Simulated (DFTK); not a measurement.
Runs of DFTK 0.8.2 on HfC. Symmetry: Fm-3m, No. 225, cubic system. Conventional cell: a = 4.650 Å, b = 4.650 Å, c = 4.650 Å, α = 90.00°, β = 90.00°, γ = 90.00°. Around Hf (site symmetry m-3m) lie 6 C at 2.33 Å. Around C (site symmetry m-3m) lie 6 Hf at 2.33 Å. 

```tsv
task	level	potentials or basis	k mesh	cutoff (eV)	valence electrons	SCF solver	mesh quality	gap on the mesh (eV)	V0 of scaled cells (Å³/atom)	B0 (GPa)
equation of state	PBE	dojo.nc.sr.pbe.v0_4_1.standard.upf (PBE)	10 × 10 × 10	1116	C 4, Hf 12	-	not flagged	-	12.59	(a)
band structure	PBEsol	SPMS 1.0 (PBE)	10 × 10 × 10	816	C 4, Hf 12	-	not flagged	none	-	-
equation of state	RPBE	dojo.nc.sr.pbe.v0_5.stringent.upf (PBE)	6 × 6 × 6	1796	C 4, Hf 26	-	coarse	-	12.78	224
band structure	TASK	SG15 1.2 (PBE)	6 × 6 × 6	1225	C 4, Hf 26	-	coarse	none	-	-
```

Alike in all rows: no spin polarisation; cell as given; smearing fermi-dirac 0.05 eV.

Question: Estimate the missing entries.

Answer: (a) 237.

Caveats: some runs use coarse meshes; the potentials were made for another functional, which shifts forces and pressure (some runs); spin-orbit coupling is left out, which moves the levels of the heavy elements (some runs).

A k mesh can miss the band edges, and the runs leave out spin-orbit coupling on Hf.

A gap of «none» marks a metal or a gap under the smearing width.
